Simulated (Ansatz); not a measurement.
Clusters are cut from relaxed bulk BN (P6_3mc, not its usual structure, 5.88 Å³/atom, gap on the mesh 4.96 eV) and relaxed in a periodic box with vacuum; the excess energy counts from that bulk. Caps count from half an H2 molecule.

Computed with DFT PBEsol, scalar-relativistic, plane waves, PAW in Ansatz 0.2.0.

Cutoff 420 eV, Gaussian smearing of 0.05 eV, energies at zero smearing, symmetry of each start kept, no spin polarisation.

| start | atoms | k mesh | excess energy (eV per host atom) | gap on the mesh (eV) | highest filled level or Fermi level under vacuum (eV) |
| --- | --- | --- | --- | --- | --- |
| BNH6, sphere cut | 8 | 1×1×1 | 0.457 | 5.03 | 6.35 |
| B3N3H14, cube cut | 20 | 1×1×1 | 0.404 | 4.26 | 5.82 |
| B5N5H18, sphere cut | 28 | 1×1×1 | 0.195 | 5.17 | 6.24 |

Each run keeps its start's symmetry and one magnetic start, so lower states can exist.

Cost: 3 runs of about 3.1 core-minutes in all, on AMD EPYC 9R45 (Zen 5) (shared hosts).